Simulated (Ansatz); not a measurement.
**Sb2S3 (Stibnite): how G0W0 depends on its starting point**

How much of the starting functional survives in the G0W0 gap of Sb2S3 (Stibnite)?

Method: G0W0 on several functionals, plane waves, PAW, in Ansatz 0.2.0.

In doubt: masses and optical values from hybrid runs of this build are listed as unsure (step 4), which bears on the screening that GW takes from such a start.

## Step 1: Starting point

Symmetry: Pnma, No. 62, orthorhombic system. The conventional cell has a = 11.311 Å, b = 3.839 Å, c = 11.223 Å, α = 90.00°, β = 90.00°, γ = 90.00°. Nearest to Sb lie 6 S at 2.52 to 3.16 Å. Nearest to Sb lie 5 S at 2.46 to 2.85 Å. Nearest to S lie 3 Sb at 2.52 to 2.68 Å. S has 5 Sb at 2.46 to 3.11 Å nearest. Nearest to S lie 3 Sb at 2.54 to 3.16 Å. Farther neighbours and most contacts between anions are not listed.

The cell and positions come from the Crystallography Open Database and are kept as given unless a step says otherwise. Spin-orbit coupling is left out unless a step names it. The default PAW set here is soft_2. Its files were made with PBE.

## Step 2: G0W0 on PBEsol

Now the one-shot GW correction: screening in the RPA, then the self-energy of the levels asked for.

This step: G0W0 on PBEsol, plane waves, PAW.

Contents of input.yaml:

```yaml
crystal:
  lattice:
    - [11.311, 0.0, 0.0]
    - [0.0, 3.8389, 0.0]
    - [0.0, 0.0, 11.223]
  atoms:
    - { symbol: Sb, position: [0.47061, 0.25, 0.32595] }
    - { symbol: Sb, position: [0.02939, 0.75, 0.82595] }
    - { symbol: Sb, position: [0.97061, 0.25, 0.17405] }
    - { symbol: Sb, position: [0.52939, 0.75, 0.67405] }
    - { symbol: Sb, position: [0.35059, 0.75, 0.03602] }
    - { symbol: Sb, position: [0.14941, 0.25, 0.53602] }
    - { symbol: Sb, position: [0.85059, 0.75, 0.46398] }
    - { symbol: Sb, position: [0.64941, 0.25, 0.96398] }
    - { symbol: S, position: [0.29214, 0.25, 0.19181] }
    - { symbol: S, position: [0.20786, 0.75, 0.69181] }
    - { symbol: S, position: [0.79214, 0.25, 0.30819] }
    - { symbol: S, position: [0.70786, 0.75, 0.80819] }
    - { symbol: S, position: [0.5498, 0.75, 0.123] }
    - { symbol: S, position: [0.9502, 0.25, 0.623] }
    - { symbol: S, position: [0.0498, 0.75, 0.377] }
    - { symbol: S, position: [0.4502, 0.25, 0.877] }
    - { symbol: S, position: [0.3751, 0.75, 0.4389] }
    - { symbol: S, position: [0.1249, 0.25, 0.9389] }
    - { symbol: S, position: [0.8751, 0.75, 0.0611] }
    - { symbol: S, position: [0.6249, 0.25, 0.5611] }
kpoints:
  mp_grid: { grid: [2, 4, 2] }
hamiltonian:
  xc: pbesol
scf:
  occupations: { method: fixed }
gw:
  n_empty_bands: 676
  ecut_chi: 72
  qp_bands: [v2, c2]
  qp_kpoints: band_edges
  screening: { model: contour_deformation }
```

Launch:

```console
> ansatz run input.yaml --threads 32 --pin off --max-ram 129024MiB --backend cuda --events-out ev --progress --plain --runs-dir out --devices 1 --max-vram 157GiB  # rebuilt from the run's record
```

Numbers of over 12 decimals in the logs are rounded to 6 here.

The program printed:

```text
GPUs: using 1 of 1 available (devices: 1).
Engine: ansatz 0.2.0, aarch64-unknown-linux-gnu
Pseudopotentials: kind: paw
Pseudopotential: Sb, paw, valence charge 15, recommended cutoff 420 eV (normal), Sb.paw.azcp
Pseudopotential: S, paw, valence charge 6, recommended cutoff 420 eV (normal), S.paw.azcp
Functional definition: PBEsol
  exchange = pbesol_x
  correlation = pbesol_c
device memory: the entry about to start is reckoned to put 14.4 GiB on a device that reports 182.5 GiB free (of which the cap on the GPU budget leaves the run 157.0 GiB)
GPU FFT provider: cuFFT
GPU libraries: cuBLAS 13.8.1, cuFFT 12.4.0, cuSOLVER 12.3.2
GPU matrix products: emulated (plane waves: as basis.precision tells), large ones in fixed point in workspaces of 1.00 GiB
Crystal: 20 atoms, lattice volume = 487.323 Å³
Basis set: ecut = 420 eV, 9525 PW (Γ)
Bands: 116, of which v1, the nominal top of the filled ones, is band 96 counted from 1 (95 counted from 0)
Symmetry: 8 space group operations
Space group: Pnma (ITA 62), of the structure as read, at distance tolerance 7.9e-5 Å
k-points: 12 of 16
Non-local potential: Sb, projectors of the file, l = 0: 2, l = 1: 2, l = 2: 2, l = 3: 2
Non-local potential: S, projectors of the file, l = 0: 2, l = 1: 2, l = 2: 2
PAW form: soft (Blöchl's): semilocal exchange-correlation on the pseudo side does not see the compensation charge
PAW frozen core: Sb, regenerated for the run's functional, and the local potential with it (the file was generated under x = pbe(κ = 0.804, μ = 0.219515), c = pbe(β = 0.066725))
PAW frozen core: S, regenerated for the run's functional, and the local potential with it (the file was generated under x = pbe(κ = 0.804, μ = 0.219515), c = pbe(β = 0.066725))
PAW one-centre angular grid: Sb, 590 points (default); XC on 64 Gauss nodes
PAW one-centre angular grid: S, 110 points (default); XC on 64 Gauss nodes
Initial density: superposition of atomic densities (neutral atoms: chi_scale 0, normalization atom), corrected by the library's trained network
Initial wavefunctions: pseudopotential atomic-orbital guess
GPU buffer pool allocated for 172800 grid points (all kernels)
GPU transforms: local potential and band sums: pruned to the plane-wave sphere, on 75×25×75
Functional: x = pbesol(κ = 0.804, μ = 0.123457), c = pbesol(β = 0.046)
SCF iter   1: F=—  HF=-61889.315066 eV  |F-HF|=—  |Δ(HF+E_count)|=         —  Δρ=5.05e-3  dr2=2.12e-1  ethr=1.77e-3  ⟨swp⟩=5.2  Hψ=4657  notcnv=0  defer=202
preconditioner: auto → Resta (q_TF=auto, 2.336 Å⁻¹)  ε∞=5.4  [insulator: Δε(μ)=1.201 eV  Ē_g=8.532 eV  n_scr=110 (ndim 8)  ℏωp=17.8 eV  f_vac=0.022  ε∞_Penn≈5.4]
SCF iter   2: F=—  HF=-61889.257039 eV  |F-HF|=—  |Δ(HF+E_count)|=   5.80e-2  Δρ=1.85e-3  dr2=2.09e-2  ethr=1.10e-4  ⟨swp⟩=2.8  Hψ=2146  notcnv=0  defer=212
SCF iter   3: F=—  HF=-61889.252708 eV  |F-HF|=—  |Δ(HF+E_count)|=   4.33e-3  Δρ=4.91e-4  dr2=1.09e-3  ethr=1.09e-5  ⟨swp⟩=3.0  Hψ=2407  notcnv=0  defer=212
SCF iter   4: F=—  HF=-61889.252871 eV  |F-HF|=—  |Δ(HF+E_count)|=   1.63e-4  Δρ=1.53e-4  dr2=1.49e-4  ethr=5.67e-7  ⟨swp⟩=2.1  Hψ=1856  notcnv=0  defer=207
SCF iter   5: F=—  HF=-61889.252913 eV  |F-HF|=—  |Δ(HF+E_count)|=   4.20e-5  Δρ=3.60e-5  dr2=1.01e-5  ethr=7.79e-8  ⟨swp⟩=2.1  Hψ=1647  notcnv=0  defer=166
SCF iter   6: F=—  HF=-61889.252918 eV  |F-HF|=—  |Δ(HF+E_count)|=   5.58e-6  Δρ=1.70e-5  dr2=3.35e-6  ethr=5.25e-9  ⟨swp⟩=2.0  Hψ=1878  notcnv=0  defer=166
SCF iter   7: F=—  HF=-61889.252919 eV  |F-HF|=—  |Δ(HF+E_count)|=   7.64e-7  Δρ=4.30e-6  dr2=1.51e-7  ethr=1.75e-9  ⟨swp⟩=2.0  Hψ=1656  notcnv=0  defer=166
SCF iter   8: F=-61889.252919 eV  HF=-61889.252919 eV  |F-HF|=1.18e-8  |Δ(HF+E_count)|=   2.58e-7  Δρ=1.26e-6  dr2=1.29e-8  ethr=5.21e-11  ⟨swp⟩=9.9  Hψ=5701  notcnv=0
SCF 1 converged in 8 iterations: F = -61889.252919 eV  dr2 = 1.29e-8
  greatest PAW one-centre occupation: 0.997 electrons in one spin orbital (limit 2), on the Sb atom at site 6 (counted from 0), in its partial waves of l = 2
device memory: the entry about to start is reckoned to put 17.0 GiB (of the 18.0 GiB reckoned in all, the device holds 1.0 GiB already) on a device that reports 181.5 GiB free (of which the cap on the GPU budget leaves the run 156.0 GiB)
NSCF: frozen V_eff on 12 k-points
the band table was solved once the SCF had ended and its energy, with any forces and stress, was formed, with the checks that follow a solve (5255 applications of the Hamiltonian). They found nothing against the state; the energy, forces and stress were not computed again (output.eigenvalues in the input reference)
device memory: the entry about to start is reckoned to put 27.9 GiB on a device that reports 182.5 GiB free (of which the cap on the GPU budget leaves the run 157.0 GiB)
NSCF: frozen V_eff on 12 k-points
G₀W₀ screening: q 1/12
[... further progress lines ...]
SCF converged after 8 iterations
Free energy (F): -61889.252919 eV
Harris-Foulkes:  -61889.252919 eV  (|F-HF|=1.18e-8)
Internal energy: -61889.252919 eV  (E = F + TS)
E sigma→0 (E₀):  -61889.252919 eV
Fermi energy:    7.111699 eV
--- Per-component energies (eV) ---
  E_band       = -1557.636399
  E_kinetic    = 2925.517014
  E_local      = -15935.504761  (includes V_loc(G=0)·N_el)
  E_nonlocal   = 3254.785074
  E_hartree    = 7003.846175
  E_xc         = -2250.184655
  E_vxc        = -1816.375669  (∫ρ·V_xc dr)
  E_paw        = -42997.173923  (= ΣΔE_a)
  E_vpaw       = -3993.753036  (= ΣTr[D̂ρ^β])
  E_aug_tail   = 0.000006  (compensation charges beyond the density's cutoff)
  E_ewald      = -13893.936097
  E_core_change = 3.398248  (= ΣΔE_core)
  E_smearing   = -0.000000  (= −TS)
  E_closure    = 0.000000  (closes the sum)
  Σ components = -61889.252919   (vs F -61889.252919, Δ=0.00e0)
--- Band table (eV; the first three rows and the last of 12) ---
[... rows of the band table ...]
--- G₀W₀: contour deformation, 6 samples at zero and on the imaginary axis and 1 off it, 16 q-points, 676 empty bands' worth ---
  eigenvalues of the whole cell's RPA ε∞ on this k-mesh (on a slab, of 1 + 4πα/V) = 9.2249, 13.7897, 14.0337; static W/v taken at q = 0 is 0.078169
  gw.qp_kpoints: band_edges: 12 of 12 stored k-points solved, in 1 pass; an edge of the gap read off the rows below is read off those points alone
    ik  band        ε_KS         Σx   Σc(E_QP)       V_xc       Z   E_QP_lin       E_QP  E_QP is
     0    95      6.9088   -16.2656     1.2509   -14.9799  0.7448     6.8740     6.8740  root
     0    96      7.1117   -16.6408     0.9890   -15.6933  0.7491     7.1533     7.1533  root
     0    97      8.4496    -9.1646    -3.2139   -12.7139  0.7746     8.7865     8.7850  root
     0    98      8.5998   -10.0143    -3.4712   -13.9562  0.7692     9.0741     9.0704  root
     1    95      7.0310   -17.1079     1.5093   -15.5518  0.7417     6.9842     6.9843  root
     1    96      7.0310   -17.1079     1.5093   -15.5518  0.7417     6.9842     6.9843  root
     1    97      8.3530    -9.5862    -3.2849   -13.2712  0.7703     8.7554     8.7530  root
     1    98      8.3530    -9.5862    -3.2849   -13.2712  0.7703     8.7554     8.7530  root
     2    95      6.6975   -17.2173     1.7330   -15.4122  0.7391     6.6253     6.6254  root
     2    96      6.8188   -16.8624     1.5736   -15.2138  0.7424     6.7437     6.7438  root
     2    97      8.6234    -9.2108    -3.2237   -12.7820  0.7714     8.9726     8.9710  root
     2    98      9.1519    -9.7318    -3.4930   -13.6739  0.7657     9.6045     9.6010  root
     3    95      6.7866   -17.2261     1.7787   -15.3523  0.7385     6.6914     6.6916  root
     3    96      6.7866   -17.2261     1.7787   -15.3523  0.7385     6.6914     6.6916  root
     3    97      9.0493    -9.6878    -3.4090   -13.5301  0.7674     9.4856     9.4826  root
     3    98      9.0493    -9.6878    -3.4090   -13.5301  0.7674     9.4856     9.4826  root
     4    95      6.8800   -17.0183     1.5202   -15.4328  0.7447     6.8146     6.8147  root
     4    96      6.8800   -17.0183     1.5202   -15.4328  0.7447     6.8146     6.8147  root
     4    97      9.2338    -9.3363    -3.5070   -13.2875  0.7665     9.6814     9.6780  root
     4    98      9.2338    -9.3363    -3.5070   -13.2875  0.7665     9.6814     9.6780  root
     5    95      6.6161   -17.1054     1.7866   -15.2213  0.7383     6.5184     6.5186  root
     5    96      6.6161   -17.1054     1.7866   -15.2213  0.7383     6.5184     6.5186  root
     5    97      8.9060    -9.6454    -3.3568   -13.4152  0.7665     9.3216     9.3190  root
     5    98      8.9060    -9.6454    -3.3568   -13.4152  0.7665     9.3216     9.3190  root
[...]
10    95      6.6512   -16.9595     1.7628   -15.0957  0.7384     6.5501     6.5504  root
    10    96      6.6512   -16.9595     1.7628   -15.0957  0.7384     6.5501     6.5504  root
    10    97      9.2877    -9.5400    -3.4864   -13.4436  0.7637     9.7081     9.7050  root
    10    98      9.2877    -9.5400    -3.4864   -13.4436  0.7637     9.7081     9.7050  root
    11    95      6.3153   -16.9347     1.9600   -14.8492  0.7328     6.1895     6.1898  root
    11    96      6.3153   -16.9347     1.9600   -14.8492  0.7328     6.1895     6.1898  root
    11    97      9.1319    -9.2483    -3.4715   -13.1186  0.7668     9.5333     9.5307  root
    11    98      9.1319    -9.2483    -3.4715   -13.1186  0.7668     9.5333     9.5307  root
```

Wall time 26 s (1 × NVIDIA GB200 with 32 threads of Arm Neoverse V2, shared host); peak memory 4.1 GiB; 80 s of CPU time.

Numbers from this step:

| Quantity | Value |
| --- | --- |
| bands summed | 772 |
| RPA ε∞ on this mesh (eigenvalues) | 9.225, 13.79, 14.03 |
| plane waves in the screening matrix | 693 |
| q-points in the mesh | 16 |
| G0W0 gap on the mesh | 1.600 eV |
| k of the valence top | 0, 0, 0 |
| k of the conduction bottom | 0, 0, -0.5 |
| starting gap on the mesh | 1.241 eV |
| Z at the valence top | 0.7491 |
| Z at the conduction bottom | 0.7703 |
| least direct G0W0 gap on the computed points | 1.632 eV |

The gap on the mesh goes from 1.24 eV to 1.60 eV, a correction of +0.36 eV. Between the two edge states, bare exchange in place of the xc potential would open the gap by 4.63 eV, and correlation takes back 4.27 eV.

## Step 3: G0W0 on PBE

One-shot GW remembers its start. Another functional's orbitals and levels show by how much.

This step: G0W0 on PBE, plane waves, PAW.

Edit input.yaml of step 2 so:

```diff
@@ -29,3 +29,3 @@
 hamiltonian:
-  xc: pbesol
+  xc: pbe
 scf:
```

The program printed:

```text
GPUs: using 1 of 1 available (devices: 1).
[...]
GPU FFT provider: cuFFT
GPU libraries: cuBLAS 13.8.1, cuFFT 12.4.0, cuSOLVER 12.3.2
[...]
Crystal: 20 atoms, lattice volume = 487.323 Å³
Basis set: ecut = 420 eV, 9525 PW (Γ)
Bands: 116, of which v1, the nominal top of the filled ones, is band 96 counted from 1 (95 counted from 0)
Symmetry: 8 space group operations
[...]
k-points: 12 of 16
[...]
GPU buffer pool allocated for 172800 grid points (all kernels)
[...]
SCF iter   1: F=—  HF=-62705.722571 eV  |F-HF|=—  |Δ(HF+E_count)|=         —  Δρ=1.50e-3  dr2=1.30e-2  ethr=1.77e-3  ⟨swp⟩=5.0  Hψ=4650  notcnv=0  defer=200
[...]
SCF iter   7: F=-62705.720585 eV  HF=-62705.720585 eV  |F-HF|=2.90e-8  |Δ(HF+E_count)|=   6.85e-7  Δρ=3.11e-6  dr2=5.23e-8  ethr=5.21e-11  ⟨swp⟩=9.5  Hψ=6480  notcnv=0
SCF 1 converged in 7 iterations: F = -62705.720585 eV  dr2 = 5.23e-8
[...]
NSCF: frozen V_eff on 12 k-points
[...]
G₀W₀ screening: q 1/12
[... further progress lines ...]
SCF converged after 7 iterations
Free energy (F): -62705.720585 eV
[...]
Internal energy: -62705.720585 eV  (E = F + TS)
E sigma→0 (E₀):  -62705.720585 eV
Fermi energy:    7.230893 eV
[...]
--- Band table (eV; the first three rows and the last of 12) ---
[... rows of the band table ...]
[...]
0    95      7.0325   -16.3594     1.2956   -14.9782  0.7460     6.9468     6.9470  root
     0    96      7.2309   -16.7316     1.0399   -15.6880  0.7501     7.2272     7.2272  root
     0    97      8.6399    -9.1339    -3.2121   -12.5720  0.7756     8.8666     8.8659  root
     0    98      8.7838    -9.9640    -3.4629   -13.7968  0.7703     9.1558     9.1536  root
     1    95      7.1393   -17.1462     1.5206   -15.5489  0.7432     7.0626     7.0627  root
     1    96      7.1393   -17.1462     1.5206   -15.5489  0.7432     7.0626     7.0627  root
     1    97      8.5410    -9.5556    -3.2793   -13.1294  0.7714     8.8367     8.8355  root
     1    98      8.5410    -9.5556    -3.2793   -13.1294  0.7714     8.8367     8.8355  root
[...]
11    95      6.4278   -16.9929     1.9843   -14.8463  0.7343     6.2649     6.2654  root
    11    96      6.4278   -16.9929     1.9843   -14.8463  0.7343     6.2649     6.2654  root
    11    97      9.3136    -9.2608    -3.4536   -13.0219  0.7676     9.6225     9.6210  root
    11    98      9.3136    -9.2608    -3.4536   -13.0219  0.7676     9.6225     9.6210  root
```

Elapsed: 27 s, on 1 × NVIDIA GB200 with 32 threads; peak memory 4.1 GiB; 79 s of CPU time.

This step gave:

* bands summed: 772
* RPA ε∞ on this mesh (eigenvalues): 8.727, 13.10, 13.40
* plane waves in the screening matrix: 693
* q-points in the mesh: 16
* G0W0 gap on the mesh: 1.608 eV
* k of the valence top: 0, 0, 0
* k of the conduction bottom: 0, 0, -0.5
* starting gap on the mesh: 1.310 eV
* Z at the valence top: 0.7501
* Z at the conduction bottom: 0.7714
* least direct G0W0 gap on the computed points: 1.639 eV

Against the run with 2×4×2 mesh, 676 empty bands, screening to 72 eV on PBEsol, the gap moves by +0.009 eV, while the start moved by +0.07 eV.

## Step 4: G0W0 on HSE06

This step: G0W0 on HSE06, plane waves, PAW.

Edit input.yaml of step 3 so:

```diff
@@ -29,3 +29,3 @@
 hamiltonian:
-  xc: pbe
+  xc: hse06
 scf:
```

The program printed:

```text
GPUs: using 1 of 1 available (devices: 1).
[...]
davidson cushion auto → on  (no smearing: the cushion is to keep the highest requested band from converging to the state above it; pin scf.eigensolver.cushion to override)
[...]
Crystal: 20 atoms, lattice volume = 487.323 Å³
Basis set: ecut = 420 eV, 9525 PW (Γ)
Bands: 116, of which v1, the nominal top of the filled ones, is band 96 counted from 1 (95 counted from 0)
Symmetry: 8 space group operations
[...]
k-points: 12 of 16
[...]
1    96      6.7390   -17.0363     1.3155   -15.8897  0.7753     6.9075     6.9078  root
     1    97      8.7392    -9.1923    -3.2959   -12.6992  0.7970     8.9506     8.9502  root
     1    98      8.7392    -9.1923    -3.2959   -12.6992  0.7970     8.9506     8.9502  root
[...]
11    95      5.9042   -16.9568     1.7884   -15.3308  0.7663     6.0663     6.0667  root
    11    96      5.9042   -16.9568     1.7884   -15.3308  0.7663     6.0663     6.0667  root
    11    97      9.5563    -8.9079    -3.4055   -12.5041  0.7935     9.7474     9.7469  root
    11    98      9.5563    -8.9079    -3.4055   -12.5041  0.7935     9.7474     9.7469  root
```

Wall time 97 s (1 × NVIDIA GB200 with 32 threads); peak memory 5.3 GiB.

Numbers from this step:

```
bands summed                                 : 772
RPA ε∞ on this mesh (eigenvalues)            : 6.701, 9.694, 10.10
plane waves in the screening matrix          : 693
G0W0 gap on the mesh                         : 1.847 eV
k of the valence top                         : 0, 0, 0
k of the conduction bottom                   : 0, 0, -0.5
starting gap on the mesh                     : 1.816 eV
least direct G0W0 gap on the computed points : 1.870 eV
```

Against the run with 2×4×2 mesh, 676 empty bands, screening to 72 eV on PBE, the gap moves by +0.24 eV, while the start moved by +0.51 eV.

## Step 5: Side by side

All on the 2×4×2 mesh with 676 empty bands and screening to 72 eV. Times are wall times on 1 × NVIDIA GB200 with 32 threads of Arm Neoverse V2, shared host, good to a factor of about two.

| start | starting gap (eV) | shift (eV) | G0W0 gap (eV) | RPA ε∞ (harmonic mean) | Z (valence, conduction) | time |
| --- | --- | --- | --- | --- | --- | --- |
| PBEsol | 1.24 | +0.36 | 1.60 | 11.90 | 0.75, 0.77 | 26 s |
| PBE | 1.31 | +0.30 | 1.61 | 11.30 | 0.75, 0.77 | 27 s |
| HSE06 | 1.82 | +0.03 | 1.85 | 8.54 | 0.78, 0.80 | 97 s |

How the two edges are built up, in eV (the quasiparticle level is the starting level plus Σx plus Σc less Vxc):

| run | edge | start | Σx | Σc | Vxc | Z | QP |
| --- | --- | --- | --- | --- | --- | --- | --- |
| PBEsol | valence top | 7.11 | -16.64 | 0.99 | -15.69 | 0.75 | 7.15 |
| PBEsol | conduction bottom | 8.35 | -9.59 | -3.28 | -13.27 | 0.77 | 8.75 |
| PBE | valence top | 7.23 | -16.73 | 1.04 | -15.69 | 0.75 | 7.23 |
| PBE | conduction bottom | 8.54 | -9.56 | -3.28 | -13.13 | 0.77 | 8.84 |
| HSE06 | valence top | 6.92 | -16.88 | 1.03 | -16.04 | 0.78 | 7.10 |
| HSE06 | conduction bottom | 8.74 | -9.19 | -3.30 | -12.70 | 0.80 | 8.95 |

For a hybrid start, Vxc holds its share of exact exchange.

## Step 6: Summary of results

```
G0W0@PBEsol  : 1.60 eV (start 1.24 eV)
G0W0@PBE     : 1.61 eV (start 1.31 eV)
G0W0@HSE06   : 1.85 eV (start 1.82 eV)
known limits : not at the basis limit; no spin-orbit coupling; coarse k mesh
```

In words: The starting gaps span 0.57 eV and the G0W0 gaps 0.25 eV. Between PBEsol and HSE06, 0.25 eV of the 0.57 eV survives, 43 %. HSE06 screens less than PBEsol (ε∞ 8.54 against 11.90). Of the 0.25 eV by which its G0W0 gap is higher, the correlation part gives −0.05 eV, and exchange with the one-particle terms, which follow the orbitals, +0.30 eV. The smallest correction, +0.03 eV, is on HSE06, the start nearest to reproducing itself. Bands and cutoff are finite, so the gap is not at the basis limit. The miss can reach some tenths of an eV and take either sign; the mesh is an error of its own. The 2×4×2 mesh is coarse for this cell (its supercell is 15 Å along the shortest edge). The RPA ε∞ on it, from the PBEsol start, is 9.22, 13.79 and 14.03; such meshes misread the long-range screening, most where the gap is narrow. The many-body steps are scalar-relativistic: spin-orbit coupling is not in them.

[Paths, hosts, dates, memory and timing lines, banners, echoed tables and standing remarks are left out of the program output.]

[Logs are printed without paths, hosts, clocks, repeated set-up lines and the standing remarks that a program may print on its own settings, such as how far it seeks lower states.]

[Runs of the session that timed out or met a known fault of the program may be left out.]

[Cells called generated may have been cut or substituted from an entry of the Crystallography Open Database or the Materials Project.]

[Hosts, paths, dates, database ids (printed as entryN), source tags and the programs' standing remarks are cut or masked in the printed files.]
